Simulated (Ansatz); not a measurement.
# ZnSe: energy and pressure over a range of volumes

The task here is to estimate one member of a computed series from the others.

Program: Ansatz 0.2.0. Level of theory: DFT LDA, scalar-relativistic. These are calculated values, not measurements.

### The structure to begin with

The structure is cubic, space group F-43m (No. 216). The conventional cell has a = 5.668 Å, b = 5.668 Å, c = 5.668 Å, α = 90.00°, β = 90.00°, γ = 90.00°. Zn (site symmetry -43m) is surrounded by 4 Se at 2.45 Å. Around Se (site symmetry -43m) lie 4 Zn at 2.45 Å.

Structure file:

```
CELL_PARAMETERS angstrom
0.00000 2.83380 2.83380
2.83380 0.00000 2.83380
2.83380 2.83380 0.00000
ATOMIC_POSITIONS crystal
Zn 0.00000 0.00000 0.00000
Se 0.75000 0.75000 0.75000
```

Atoms are numbered in the order of the input: Zn1, Se2.

Set-up of the first run:

input.yaml reads:

```yaml
crystal:
  lattice:
    - [0.0, 2.7955007105, 2.7955007105]
    - [2.7955007105, 0.0, 2.7955007105]
    - [2.7955007105, 2.7955007105, 0.0]
  atoms:
    - { symbol: Zn, position: [0.0, 0.0, 0.0] }
    - { symbol: Se, position: [0.75, 0.75, 0.75] }
kpoints:
  mp_grid: { grid: [8, 8, 8] }
  band_path:
    path:
      - [0.0, 0.0, 0.0]
      - [-0.5, -0.5, 0.0]
      - [-0.375, -0.375, 0.25]
      - [-0.375, 0.0, 0.375]
      - [0.0, 0.0, 0.0]
      - [0.0, 0.0, 0.5]
      - [-0.5, -0.25, 0.25]
      - [-0.5, -0.5, 0.0]
    npoints: 5
scf:
  occupations: { method: fermi_dirac, width: 0.03 }
hamiltonian:
  xc: lda
  pseudopotentials: { kind: all_electron, lapw: { basis_error: 0.00025 } }
output:
  forces: true
  stress: true
  eigenvalues: true
```

Run with:

```bash
ansatz run input.yaml --threads 1 --pin off --max-ram 3072MiB --backend cpu --events-out ev --progress --plain --runs-dir out
```

Among the steps run: Volume × 0.96, LAPW; Volume × 0.96, PAW; Volume × 0.96, crystal datasets; Volume × 0.99, LAPW; Volume × 0.99, PAW; Volume × 0.99, crystal datasets; Volume × 1.02, LAPW; Volume × 1.02, PAW; Volume × 1.02, crystal datasets; Volume × 1.06, LAPW; Volume × 1.06, PAW; Volume × 1.06, crystal datasets.

One of the session's tables, all rows but one given; the rest of the session is left out.

```
          method  volume (Å³/atom)  pressure (GPa)  gap on the k mesh (eV)
            LAPW            21.846           -0.86                    1.20
            LAPW            22.529           -2.80                    1.07
            LAPW            23.212           -4.43                    0.95
            LAPW            24.122           -6.19                    0.81
             PAW            21.846           -0.88                    1.20
             PAW            22.529           -2.82                    1.07
             PAW            23.212           -4.45                    0.95
             PAW            24.122           -6.21                    0.81
crystal datasets            21.846           -0.86                    1.20
crystal datasets            22.529           -2.80                    1.07
crystal datasets            23.212           -4.43                    0.95
crystal datasets            24.122               ?                       ?
```

Q: Estimate the row for crystal datasets, 24.122 from the others.

The run gave: pressure (GPa): -6.20; gap on the k mesh (eV): 0.81. In the column «pressure (GPa)» it lies between PAW, 24.122 (-6.21) and LAPW, 24.122 (-6.19).

Caveats from the session: Warnings in the runs' records: crystal datasets made.
